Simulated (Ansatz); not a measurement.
Space group R-3m:H (No. 166). a = 2.465 Å, b = 2.465 Å, c = 10.046 Å, α = 90.00°, β = 90.00°, γ = 120.00°
| atom | site | symmetry | x | y | z |
| --- | --- | --- | --- | --- | --- |
| C | 6c | 3m | 0.0000 | 0.0000 | 0.8334 |

Equation of state of this C structure (not necessarily the ground state), with shape and atoms relaxed at each volume where symmetry leaves them free. Theory: Ansatz 0.2.0, DFT PBE+D3(BJ), scalar-relativistic, plane waves, PAW.

Settings: cutoff 420 eV, Γ-centred mesh 12×12×12 on the computed 2-atom cell, Gaussian smearing of 0.02 eV; no spin polarisation.

| V (Å³/atom) | E − E(largest V) (meV/atom) | P (GPa) | gap on mesh (eV) |
| --- | --- | --- | --- |
| 7.753 | 16.60 | 8.62 | 1.07 |
| 8.018 | 5.14 | 5.39 | 1.05 |
| 8.282 | -1.68 | 2.98 | 0.90 |
| 8.546 | -5.08 | 1.24 | 0.77 |
| 8.811 | -6.04 | 0.01 | 0.66 |
| 9.075 | -5.35 | -0.82 | 0.56 |
| 9.339 | -3.53 | -1.37 | 0.48 |
| 9.692 | 0.00 | -1.79 | 0.38 |

Fit a third-order Birch–Murnaghan equation to E(V).

V0 = 8.81 Å³/atom, B0 = 34 GPa, B0' = 11.8. B0' is unusual or poorly fixed by this range.